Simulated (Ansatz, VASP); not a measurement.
InP in VASP and in Ansatz

```
In P
1.0
     0.00000    2.93909    2.93909
     2.93909    0.00000    2.93909
     2.93909    2.93909    0.00000
In P
1 1
Cartesian
  0.0000 0.0000 0.0000
  1.4695 1.4695 1.4695
```

Alike in both runs: functional PBEsol; k mesh 10 × 10 × 10; occupations gaussian, width 0.02 eV; no spin polarisation.

Ansatz relaxed the structure, and its values are those at the end. VASP's run is a single point on that final structure, the one shown.

|  | VASP | Ansatz |
| --- | --- | --- |
| version | VASP 6.6.1 | Ansatz 0.2.0 |
| potentials or method | VASP PAW PBE potentials, release 64 (In_d, P) | scalar-relativistic, plane waves, PAW |
| plane-wave cutoff (eV) | 520 | 420 |
| valence electrons in the cell | 18 | 18 |

```csv
,VASP,Ansatz,Ansatz less VASP
gap on the k mesh at the Fermi level (eV),0.57,0.57,+0.002
least direct gap on the mesh (eV),0.57,0.57,+0.002
pressure (GPa),0.0,0.0,+0.02
```

The functional is the same, so the differences come from potentials, cutoffs and numerics.

Caveats: the PAW data sets were made with another functional, which shifts forces and pressure a little (VASP); spin-orbit coupling is left out, which moves the levels of the heavy elements. As with any semilocal functional, this PBEsol gap is likely too small.
